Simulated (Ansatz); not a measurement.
# GaN (Fm-3m) from LDA to hybrids

All numbers come from the plane-wave code Ansatz. The values are computed, non-magnetic, and not measurements.

Structure: GaN (started from an entry of an open crystallographic database), at its r2SCAN minimum. It is cubic, Fm-3m (No. 225); a = 4.217 Å in the conventional setting, 9.37 Å³ an atom. Around Ga lie 6 N at 2.11 Å; around N lie 6 Ga at 2.11 Å.

```cif
data_structure
_symmetry_space_group_name_H-M 'P 1'
_symmetry_Int_Tables_number 1
_cell_length_a 2.9819
_cell_length_b 2.9819
_cell_length_c 2.9819
_cell_angle_alpha 60.000
_cell_angle_beta 60.000
_cell_angle_gamma 60.000
_cell_volume 18.75
loop_
_atom_site_label
_atom_site_type_symbol
_atom_site_fract_x
_atom_site_fract_y
_atom_site_fract_z
_atom_site_occupancy
Ga1 Ga 0.50000 0.50000 0.50000 1
N1 N 0.00000 0.00000 0.00000 1
```

On this one geometry the levels give:
```tsv
level	k mesh	gap (eV)	kind	edges	least direct gap (eV)
LDA	10×10×10	0.43	indirect	K–Γ (0.53) → X	2.89
PBE+SOC	10×10×10	0.63	indirect	K–Γ (0.53) → X	2.81
r2SCAN	10×10×10	1.16	indirect	K–Γ (0.53) → X	3.38
HSE06	8×8×8	1.90	indirect	K–Γ (0.53) → X	4.14
HSE06+SOC	6×6×6	1.89	indirect	K–Γ (0.53) → X	4.13
DDH-PBE0	8×8×8	1.58	indirect	K–Γ (0.53) → X	3.79
PBE0	8×8×8	2.59	indirect	K–Γ (0.53) → X	4.84
r2SCAN0	8×8×8	2.98	indirect	K–Γ (0.53) → X	5.23
Hartree-Fock	8×8×8	9.51	indirect	K–Γ (0.53) → X	12.06
```
PBE+SOC: smearing of 0.02 eV; the others have fixed occupations.
Wave cutoffs: 420 eV, 500 eV (r2SCAN, r2SCAN0).
Points off the special ones are mesh points or PBE's searched band edges, reused at the other levels. PBE's own run along the path (0.64 eV) came before the search for the edges and missed one, so it isn't listed.

The HSE06 gap is indirect, 1.90 eV (K–Γ (0.53 of the way from K) to X), below the direct gap of 4.14 eV at Γ.

Among these functionals the gap stays indirect.

r2SCAN (ground state on 8×8×8): The electronic dielectric tensor ε∞ is 7.30 in all directions. Born charges, averaged over directions: Ga +3.56, N -3.56 e. PBE (ground state on 8×8×8): The electronic dielectric tensor ε∞ is 8.09 in all directions. Born charges, averaged over directions: Ga +3.58, N -3.58 e.

Only the levels marked +SOC include spin-orbit coupling.

The meshes of the hybrids are coarse, so their gaps aren't converged to the digits shown.
